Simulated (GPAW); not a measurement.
The system is KBr.

```
CELL_PARAMETERS angstrom
0.00000 3.30000 3.30000
3.30000 0.00000 3.30000
3.30000 3.30000 0.00000
ATOMIC_POSITIONS crystal
Br 0.50000 0.50000 0.50000
K 0.00000 0.00000 0.00000
```

Base run:

```yaml
Program: GPAW 26.7.0
Functional: PBEsol
Potentials_or_basis: PAW data sets generated in the run's folder for this functional
Cutoff: 600 eV
Basis: pw
k_mesh: 7 × 7 × 7
Occupations: fermi-dirac, width 0.05 eV
Spin: spin-orbit coupling, no magnetisation
```

Its results: band gap on the k mesh 4.12 eV, direct; pressure -0.3 GPa.

Problem. The run is repeated on the same cell with these changes: spin from spin-orbit coupling, no magnetisation to no spin polarisation. What comes out?

Solution. Band gap on the k mesh 4.29 eV, direct; pressure -0.3 GPa.

Spin-orbit coupling splits the band edges, which narrows the gap.

Caveats: spin-orbit coupling was added after a scalar SCF, so levels and gaps hold it while energy, forces, pressure and moments don't (some runs); this program's spin-orbit splittings come out too wide for heavy elements (some runs).
